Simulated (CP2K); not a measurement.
CdTe:

```
CELL_PARAMETERS angstrom
4.53255 0.00000 0.00000
2.26628 3.92531 0.00000
2.26628 1.30844 3.70082
ATOMIC_POSITIONS crystal
Te 0.75000 0.75000 0.75000
Cd 0.00000 0.00000 0.00000
```

Base run:

```yaml
Program: CP2K 2026.2
Functional: PBEsol
Potentials_or_basis: POTENTIAL_UZH Te GTH-PBE-q6, Cd GTH-PBE-q12; TZVP-MOLOPT-PBE-GTH basis
Density_cutoff: 6123 eV
k_mesh: 7 × 7 × 7
Occupations: fermi-dirac, width 0.01 eV
Spin: no spin polarisation
```

Its results: band gap on the k mesh 0.73 eV, direct; pressure 2.9 GPa.

**Question.** The run is repeated on the same cell with these changes: functional from PBEsol to PBE; occupations from fermi-dirac, width 0.01 eV to fermi-dirac, width 0.0259 eV. What comes out?

**Answer.** Band gap on the k mesh 0.88 eV, direct; pressure 4.9 GPa.

Caveats: spin-orbit coupling is left out, which moves the levels of the heavy elements; the basis of atomic orbitals isn't converged, which shifts pressures, moduli and gaps; the potentials were made for another functional, which shifts forces and pressure (some runs).
